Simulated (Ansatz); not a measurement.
**From the elastic tensor of CaF₂ to moduli and sound speeds**

Computed with DFT PBE0, scalar-relativistic, plane waves, PAW in Ansatz. Settings: 420 eV plane-wave cutoff, Γ-centred 6×6×6 mesh, fixed occupations. No spin polarisation.

Symmetry: Fm-3m, No. 225, cubic system. The conventional cell has a = 5.464 Å, b = 5.464 Å, c = 5.464 Å, α = 90.00°, β = 90.00°, γ = 90.00°. Ca (site symmetry m-3m) is surrounded by 8 F at 2.37 Å. F (site symmetry -43m) is surrounded by 4 Ca at 2.37 Å.

The cell is the ideal cubic fluorite prototype.

Relaxed-ion constants (GPa, on the Cartesian axes of the calculation):
```
165.2  43.2  43.2   0.0   0.0   0.0
 43.2 165.2  43.2   0.0   0.0   0.0
 43.2  43.2 165.2   0.0   0.0   0.0
  0.0   0.0   0.0  32.8   0.0   0.0
  0.0   0.0   0.0   0.0  32.8   0.0
  0.0   0.0   0.0   0.0   0.0  32.8
```

Density 3.179 g/cm³; 3 atoms in 40.78 Å³.

The values that follow are for a polycrystal of randomly turned grains, by Hill's mean where one number stands.

With S = C⁻¹: B_V = (C11+C22+C33+2(C12+C13+C23))/9, G_V = (C11+C22+C33−C12−C13−C23+3(C44+C55+C66))/15, 1/B_R = S11+S22+S33+2(S12+S13+S23), 15/G_R = 4(S11+S22+S33−S12−S13−S23)+3(S44+S55+S66); Hill is their mean. Then v_l = √((B+4G/3)/ρ), v_t = √(G/ρ), v_m = [(2/v_t³+1/v_l³)/3]^(−1/3) and Θ = (ħ/k_B)·v_m·(6π²n/V)^(1/3) for n atoms in the volume V; E = 9BG/(3B+G), ν = (3B−2G)/(2(3B+G)) and A^U = 5G_V/G_R + B_V/B_R − 6.

| Quantity | Value |
| --- | --- |
| Bulk modulus, Voigt / Reuss / Hill | 83.9 / 83.9 / 83.9 GPa |
| Shear modulus, Voigt / Reuss / Hill | 44.1 / 40.3 / 42.2 GPa |
| Young's modulus | 108 GPa |
| Poisson ratio | 0.285 |
| Pugh ratio B/G | 1.99 |
| Universal anisotropy index | 0.48 |
| Longitudinal and transverse sound speeds | 6639 and 3643 m/s |
| Debye temperature from the mean sound speed | 507 K |

Cost: 1 run of about 4 core-minutes, on Arm Neoverse V2 (shared hosts).

The crystal resists tetragonal shear, set by C11 − C12, much more strongly than shear on the cube faces, where C44 is only 32.8 GPa. It is therefore stiffest in tension along the cube axes and most compliant along the body diagonals. Part of the reason lies in the fluorine site, which lacks inversion symmetry. A C44-type shear lets the two fluorine sublattices shift in opposite directions and relieve stress, whereas tetragonal strain permits no such shift by symmetry. The same relaxation probably contributes to C44 falling below C12, so this departure from the Cauchy relation is not by itself evidence of covalent or many-body forces in a strongly ionic solid.

The constants satisfy the cubic conditions for stability against small homogeneous strains. The B/G ratio of 1.99 would conventionally be read as ductile, yet fluorite is brittle at room temperature and cleaves readily on octahedral planes. Averaged elastic moduli contain neither the cleavage energy nor the barriers to dislocation glide that decide this behaviour.
